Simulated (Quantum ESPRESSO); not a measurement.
# Canted and collinear textures of CoO

The moments of CoO start in several directions and relax. Which textures last, and at what energy?

Main program and level: Quantum ESPRESSO 7.5; PBE; plane waves with PseudoDojo 0.4 FR PBE standard potentials, spin-orbit coupling.

## Step 1: Set-up

Symmetry: P6_3mc, No. 186, hexagonal system. The conventional cell has a = 3.198 Å, b = 3.198 Å, c = 5.229 Å, α = 90.00°, β = 90.00°, γ = 120.00°. Nearest to Co lie 4 O at 1.92 to 1.97 Å. O has 4 Co at 1.92 to 1.97 Å nearest. Farther neighbours and most contacts between anions are not listed.

The cell comes from Materials Project 2023-11-01, a database of computed structures, and need not be the stable phase.

## Step 2: Start 1: collinear parallel

Input file pw.in:

```
&CONTROL
  calculation = 'scf'
  prefix = 'pwscf'
  outdir = './tmp'
  pseudo_dir = './pseudo_fr'
  disk_io = 'nowf'
/
&SYSTEM
  ibrav = 0
  nat = 4
  ntyp = 2
  ecutwfc = 82
  nbnd = 64
  occupations = 'smearing'
  smearing = 'fd'
  degauss = 0.00734986
  noncolin = .true.
  lspinorb = .true.
  starting_magnetization(1) = 0.1765
  angle1(1) = 0
  angle2(1) = 0
  starting_magnetization(2) = 0
/
&ELECTRONS
  conv_thr = 4d-08
  electron_maxstep = 150
  mixing_beta = 0.3
/
ATOMIC_SPECIES
Co     58.9332 Co.upf
O      15.9990 O.upf
CELL_PARAMETERS angstrom
   3.1976457435    0.0000000000    0.0000000000
  -1.5988228718    2.7692424462    0.0000000000
   0.0000000000    0.0000000000    5.2287097100
ATOMIC_POSITIONS crystal
Co      0.0000000000    0.0000000000    0.0034741400
Co      0.3333333300    0.6666666700    0.5033624100
O       0.0000000000    0.0000000000    0.3716088500
O       0.3333333300    0.6666666700    0.8715556000
K_POINTS automatic
5 5 3 0 0 0
```

Run with:

```
> OMP_NUM_THREADS=1 mpirun -n 4 pw.x -nk 4 -in pw.in > pw.out
```

The program printed:

```text
Program PWSCF v.7.5 starts

     Fixed quantization axis for GGA:     0.000000    0.000000    1.000000
     Message from routine setup:
     using ibrav=0 with symmetry is DISCOURAGED, use correct ibrav instead

     K-points division:     npool     =       4
     Subspace diagonalization in iterative solution of the eigenvalue problem:

     bravais-lattice index     =            0
     lattice parameter (alat)  =       6.0427  a.u.
     unit-cell volume          =     312.4514 (a.u.)^3
     number of atoms/cell      =            4
     number of atomic types    =            2
     number of electrons       =        46.00
     number of Kohn-Sham states=           64
     kinetic-energy cutoff     =      82.0000  Ry
     charge density cutoff     =     328.0000  Ry
     scf convergence threshold =      4.0E-08
     mixing beta               =       0.3000
     number of iterations used =            8  plain     mixing
     Exchange-correlation= PBE
                           (   1   4   3   4   0   0   0)
     Noncollinear calculation with spin-orbit

     celldm(1)=   6.042675  celldm(2)=   0.000000  celldm(3)=   0.000000
     celldm(4)=   0.000000  celldm(5)=   0.000000  celldm(6)=   0.000000

     crystal axes: (cart. coord. in units of alat)
               a(1) = (   1.000000   0.000000   0.000000 )
               a(2) = (  -0.500000   0.866025   0.000000 )
               a(3) = (   0.000000   0.000000   1.635175 )

     reciprocal axes: (cart. coord. in units 2 pi/alat)
               b(1) = (  1.000000  0.577350 -0.000000 )
               b(2) = (  0.000000  1.154701  0.000000 )
               b(3) = (  0.000000 -0.000000  0.611555 )

     PseudoPot. # 1 for Co read from file:
     Co.upf
     Pseudo is Norm-conserving + core correction, Zval = 17.0

     PseudoPot. # 2 for O  read from file:
     O.upf
     Pseudo is Norm-conserving + core correction, Zval =  6.0

     atomic species   valence    mass     pseudopotential
     Co               17.00    58.93320     Co( 1.00)
     O                 6.00    15.99900     O ( 1.00)

      6 Sym. Ops. (no inversion) found

   Cartesian axes

     site n.     atom                  positions (alat units)
         1        Co     tau(   1) = (   0.0000000   0.0000000   0.0056808  )
         2        Co     tau(   2) = (  -0.0000000   0.5773503   0.8230855  )
         3        O      tau(   3) = (   0.0000000   0.0000000   0.6076454  )
         4        O      tau(   4) = (  -0.0000000   0.5773503   1.4251457  )

     number of k points=    16  Fermi-Dirac smearing, width (Ry)=  0.0073
                       cart. coord. in units 2pi/alat
        k(    1) = (   0.0000000   0.0000000   0.0000000), wk =   0.0133333
        k(    2) = (   0.0000000   0.0000000   0.2038518), wk =   0.0266667
        k(    3) = (   0.0000000   0.2309401   0.0000000), wk =   0.0800000
        k(    4) = (   0.0000000   0.2309401   0.2038518), wk =   0.0800000
        k(    5) = (   0.0000000   0.4618802   0.0000000), wk =   0.0800000
        [... 11 further k-points ...]

     Dense  grid:    31419 G-vectors     FFT dimensions: (  36,  36,  60)

     Generating pointlists ...
     new r_m :   0.2483 (alat units)  1.5005 (a.u.) for type    1
     new r_m :   0.2483 (alat units)  1.5005 (a.u.) for type    2

     Initial potential from superposition of free atoms

     starting charge      45.9994, renormalised to      46.0000

 ==============================================================================
     atom number    1 relative position :    0.0000   0.0000   0.0057
     charge :    14.104198  (integrated on a sphere of radius 0.248)
     magnetization :          0.000000    0.000000    2.475229
     magnetization/charge:    0.000000    0.000000    0.175496
     polar coord.: r, theta, phi [deg] :     2.475229    0.000000  360.000000

 ==============================================================================

 ==============================================================================
     atom number    2 relative position :   -0.0000   0.5774   0.8231
     charge :    14.104258  (integrated on a sphere of radius 0.248)
     magnetization :          0.000000    0.000000    2.475232
     magnetization/charge:    0.000000    0.000000    0.175495
     polar coord.: r, theta, phi [deg] :     2.475232    0.000000  360.000000

 ==============================================================================

 ==============================================================================
     atom number    3 relative position :    0.0000   0.0000   0.6076
     charge :     5.039690  (integrated on a sphere of radius 0.248)
     magnetization :          0.000000    0.000000    0.052496
     magnetization/charge:    0.000000    0.000000    0.010416
     polar coord.: r, theta, phi [deg] :     0.052496    0.000000  360.000000

 ==============================================================================

 ==============================================================================
     atom number    4 relative position :   -0.0000   0.5774   1.4251
     charge :     5.039441  (integrated on a sphere of radius 0.248)
     magnetization :          0.000000    0.000000    0.052454
     magnetization/charge:    0.000000    0.000000    0.010409
     polar coord.: r, theta, phi [deg] :     0.052454    0.000000  360.000000

 ==============================================================================
     Starting wfcs are   56 randomized atomic wfcs +    8 random wfcs

     Self-consistent Calculation

     iteration #  1     ecut=    82.00 Ry     beta= 0.30
     Davidson diagonalization with overlap
     ethr =  1.00E-02,  avg # of iterations =  5.4

     total energy              =    -677.96171185 Ry
     estimated scf accuracy    <       0.65075328 Ry

     total magnetization       =    -0.00     0.00     5.99 Bohr mag/cell
     absolute magnetization    =     5.99 Bohr mag/cell

     iteration #  2     ecut=    82.00 Ry     beta= 0.30
     Davidson diagonalization with overlap
     ethr =  1.41E-03,  avg # of iterations =  2.2

     total energy              =    -678.05489289 Ry
     estimated scf accuracy    <       0.13676844 Ry

     total magnetization       =     0.00    -0.00     5.49 Bohr mag/cell
     absolute magnetization    =     5.49 Bohr mag/cell

     [... further iterations left out ...]

     iteration # 13     ecut=    82.00 Ry     beta= 0.30
     Davidson diagonalization with overlap
     ethr =  1.57E-09,  avg # of iterations =  2.0

     total energy              =    -678.08348383 Ry
     estimated scf accuracy    <       0.00000007 Ry

     total magnetization       =     0.00    -0.00     5.87 Bohr mag/cell
     absolute magnetization    =     5.88 Bohr mag/cell

     iteration # 14     ecut=    82.00 Ry     beta= 0.30
     Davidson diagonalization with overlap
     ethr =  1.58E-10,  avg # of iterations =  2.1

 ==============================================================================
     atom number    1 relative position :    0.0000   0.0000   0.0057
     charge :    14.164035  (integrated on a sphere of radius 0.248)
     magnetization :         -0.000000   -0.000000    2.336757
     magnetization/charge:   -0.000000   -0.000000    0.164978
     polar coord.: r, theta, phi [deg] :     2.336757    0.000000  360.000000

 ==============================================================================

 ==============================================================================
     atom number    2 relative position :   -0.0000   0.5774   0.8231
     charge :    14.164109  (integrated on a sphere of radius 0.248)
     magnetization :         -0.000000    0.000000    2.336663
     magnetization/charge:   -0.000000    0.000000    0.164971
     polar coord.: r, theta, phi [deg] :     2.336663    0.000000  360.000000

 ==============================================================================

 ==============================================================================
     atom number    3 relative position :    0.0000   0.0000   0.6076
     charge :     5.316866  (integrated on a sphere of radius 0.248)
     magnetization :         -0.000000   -0.000000    0.337014
     magnetization/charge:   -0.000000   -0.000000    0.063386
     polar coord.: r, theta, phi [deg] :     0.337014    0.000000  360.000000

 ==============================================================================

 ==============================================================================
     atom number    4 relative position :   -0.0000   0.5774   1.4251
     charge :     5.316563  (integrated on a sphere of radius 0.248)
     magnetization :         -0.000000    0.000000    0.337161
     magnetization/charge:   -0.000000    0.000000    0.063417
     polar coord.: r, theta, phi [deg] :     0.337161    0.000000  360.000000

 ==============================================================================

     End of self-consistent calculation

     [... lines left out ...]
     the Fermi energy is    11.2152 ev

!    total energy              =    -678.08348388 Ry
     estimated scf accuracy    <       0.00000002 Ry
     smearing contrib. (-TS)   =      -0.00900473 Ry
     internal energy E=F+TS    =    -678.07447915 Ry

     The total energy is F=E-TS. E is the sum of the following terms:
     one-electron contribution =    -374.27063737 Ry
     hartree contribution      =     211.51836814 Ry
     xc contribution           =    -128.84305366 Ry
     ewald contribution        =    -386.47915626 Ry

     total magnetization       =    -0.00    -0.00     5.87 Bohr mag/cell
     absolute magnetization    =     5.88 Bohr mag/cell

     convergence has been achieved in  14 iterations

=------------------------------------------------------------------------------=
   JOB DONE.
=------------------------------------------------------------------------------=
```

Run time: 52 s. Hardware: 4 MPI ranks of Arm Neoverse V1, shared host; peak memory 0.61 GiB; 3.5 min of CPU time.

Spin moment in the atom's sphere by atom:

```tsv
atom	x (μB)	y (μB)	z (μB)	size
Co1	0.00	0.00	2.34	2.34
Co2	0.00	0.00	2.34	2.34
O3	0.00	0.00	0.34	0.34
O4	0.00	0.00	0.34	0.34
```

This step gave:

```yaml
smearing_term_ts: 0.1225 eV
magnetization: 0, 0, 5.871 μB
absolute_magnetization: 5.88 μB
final_state: ferromagnetic
```

## Step 3: Start 2: random 2

pw.in: that of step 2 with these lines changed.

```diff
@@ -10,3 +10,3 @@
   nat = 4
-  ntyp = 2
+  ntyp = 3
   ecutwfc = 82
@@ -18,6 +18,10 @@
   lspinorb = .true.
-  starting_magnetization(1) = 0.1765
-  angle1(1) = 0
-  angle2(1) = 0
-  starting_magnetization(2) = 0
+  starting_magnetization(1) = 0.1764
+  angle1(1) = 38.237
+  angle2(1) = -6.964
+  starting_magnetization(2) = 0.1765
+  angle1(2) = 67.045
+  angle2(2) = -36.833
+  starting_magnetization(3) = 0
+  nosym = .true.
 /
@@ -29,3 +33,4 @@
 ATOMIC_SPECIES
-Co     58.9332 Co.upf
+Co1    58.9332 Co.upf
+Co2    58.9332 Co.upf
 O      15.9990 O.upf
@@ -36,4 +41,4 @@
 ATOMIC_POSITIONS crystal
-Co      0.0000000000    0.0000000000    0.0034741400
-Co      0.3333333300    0.6666666700    0.5033624100
+Co1     0.0000000000    0.0000000000    0.0034741400
+Co2     0.3333333300    0.6666666700    0.5033624100
 O       0.0000000000    0.0000000000    0.3716088500
```

The program printed:

```text
     [... lines left out ...]
Program PWSCF v.7.5 starts
     [... lines left out ...]
     number of atoms/cell      =            4
     [... lines left out ...]
     number of electrons       =        46.00
     number of Kohn-Sham states=           64
     kinetic-energy cutoff     =      82.0000  Ry
     charge density cutoff     =     328.0000  Ry
     scf convergence threshold =      4.0E-08
     [... lines left out ...]
     Noncollinear calculation with spin-orbit
     [... lines left out ...]
     No symmetry found
     [... lines left out ...]
     number of k points=    75  Fermi-Dirac smearing, width (Ry)=  0.0073
     [... lines left out ...]
     iteration # 43     ecut=    82.00 Ry     beta= 0.30
     [... lines left out ...]
     atom number    1 relative position :    0.0000   0.0000   0.0057
     [... lines left out ...]
     magnetization :          1.658730   -0.753424    1.462913
     [... lines left out ...]
     atom number    2 relative position :   -0.0000   0.5774   0.8231
     [... lines left out ...]
     magnetization :          1.662309   -0.750819    1.460396
     [... lines left out ...]
     atom number    3 relative position :    0.0000   0.0000   0.6076
     [... lines left out ...]
     magnetization :          0.239490   -0.108405    0.210590
     [... lines left out ...]
     atom number    4 relative position :   -0.0000   0.5774   1.4251
     [... lines left out ...]
     magnetization :          0.239392   -0.108595    0.210823
     [... lines left out ...]
     the Fermi energy is    11.2153 ev
!    total energy              =    -678.08346846 Ry
     estimated scf accuracy    <          8.0E-09 Ry
     smearing contrib. (-TS)   =      -0.00900087 Ry
     [... lines left out ...]
     total magnetization       =     4.17    -1.89     3.67 Bohr mag/cell
     absolute magnetization    =     5.88 Bohr mag/cell
     convergence has been achieved in  43 iterations
```

It took 13 min on 4 MPI ranks; peak memory 1.1 GiB; 53 min of CPU time.

Spin moment in the atom's sphere by atom:

```tsv
atom	x (μB)	y (μB)	z (μB)	size
Co1	1.66	-0.75	1.46	2.34
Co2	1.66	-0.75	1.46	2.34
O3	0.24	-0.11	0.21	0.34
O4	0.24	-0.11	0.21	0.34
```

This step gave:

```yaml
smearing_term_ts: 0.1225 eV
magnetization: 4.172, -1.89, 3.673 μB
absolute_magnetization: 5.879 μB
final_state: ferromagnetic
```

Valence density in the ac plane at fractional y = 0.000, with atoms of Co and O within 0.2 Å of it. It is the smooth field of the valence electrons, not physical close to the nuclei.

Ten steps, logarithmic in the rise over the least value, from '_' (0 e/Å³) to '@' (21 e/Å³), each cell a mean:
```
@@@@%%==::..........::++%%@@
%%%%++--::....::....::--**%%
++==--::....::::::....::--==
............................
__________..........________
____________________________
____________________________
____________________________
__________..........________
::........................::
----::::......::......::::--
**++==--::....::....::--==++
##**++--::..........::==**##
**##**==::..........::==**##
##**++--....______..::==++##
**++==::..__________..--==++
==--::....__________..::----
--::::..______________..::::
==----..____________..::--==
%%##++--..__________..--**##
@@@@##==....______..::++%%@@
%%@@%%++::..........::**@@@@
```
Columns run along a (3.2 Å), rows up along c (5.2 Å). Atoms in or near the plane, at fractional coordinates: Co at (0.00, 0.00), O at (0.00, 0.37).

## Step 4: Start 3: two sublattices 30 degrees apart

pw.in: that of step 3 with these lines changed.

```diff
@@ -18,10 +18,9 @@
   lspinorb = .true.
-  starting_magnetization(1) = 0.1764
-  angle1(1) = 38.237
-  angle2(1) = -6.964
+  starting_magnetization(1) = 0.1765
+  angle1(1) = 90
+  angle2(1) = 0
   starting_magnetization(2) = 0.1765
-  angle1(2) = 67.045
-  angle2(2) = -36.833
+  angle1(2) = 90
+  angle2(2) = 30
   starting_magnetization(3) = 0
-  nosym = .true.
 /
```

The program printed:

```text
     [... lines left out ...]
Program PWSCF v.7.5 starts
     [... lines left out ...]
     number of atoms/cell      =            4
     [... lines left out ...]
     number of electrons       =        46.00
     number of Kohn-Sham states=           64
     kinetic-energy cutoff     =      82.0000  Ry
     charge density cutoff     =     328.0000  Ry
     scf convergence threshold =      4.0E-08
     [... lines left out ...]
     Noncollinear calculation with spin-orbit
     [... lines left out ...]
     No symmetry found
     [... lines left out ...]
     number of k points=    75  Fermi-Dirac smearing, width (Ry)=  0.0073
     [... lines left out ...]
     iteration # 40     ecut=    82.00 Ry     beta= 0.30
     [... lines left out ...]
     atom number    1 relative position :    0.0000   0.0000   0.0057
     [... lines left out ...]
     magnetization :          2.259426    0.595077    0.000140
     [... lines left out ...]
     atom number    2 relative position :   -0.0000   0.5774   0.8231
     [... lines left out ...]
     magnetization :          2.253669    0.617166    0.000076
     [... lines left out ...]
     atom number    3 relative position :    0.0000   0.0000   0.6076
     [... lines left out ...]
     magnetization :          0.325307    0.088209    0.000019
     [... lines left out ...]
     atom number    4 relative position :   -0.0000   0.5774   1.4251
     [... lines left out ...]
     magnetization :          0.325857    0.086705    0.000014
     [... lines left out ...]
     the Fermi energy is    11.2154 ev
!    total energy              =    -678.08346022 Ry
     estimated scf accuracy    <       0.00000003 Ry
     smearing contrib. (-TS)   =      -0.00899641 Ry
     [... lines left out ...]
     total magnetization       =     5.67     1.52     0.00 Bohr mag/cell
     absolute magnetization    =     5.88 Bohr mag/cell
     convergence has been achieved in  40 iterations
```

Elapsed: 12 min, on 4 MPI ranks; peak memory 1.1 GiB; 48 min of CPU time.

Spin moment in the atom's sphere by atom:

```tsv
atom	x (μB)	y (μB)	z (μB)	size
Co1	2.26	0.60	0.00	2.34
Co2	2.25	0.62	0.00	2.34
O3	0.33	0.09	0.00	0.34
O4	0.33	0.09	0.00	0.34
```

Numbers from this step:

```yaml
smearing_term_ts: 0.1224 eV
magnetization: 5.67, 1.523, 0 μB
absolute_magnetization: 5.879 μB
final_state: ferromagnetic
```

[end of part 1 of 2]

[Logs and program files are shortened in this print: banners, set-up blocks, solver, clock and traceback lines can be left out without a mark of their own.]

[Logs are printed without paths, hosts, clocks, repeated set-up lines and the standing remarks that a program may print on its own settings, such as how far it seeks lower states.]

[Hosts, paths, dates, database ids (printed as entryN), source tags and the programs' standing remarks are cut or masked in the printed files.]

[Where a cell is said to come from a database of computed structures, the database is the Materials Project.]
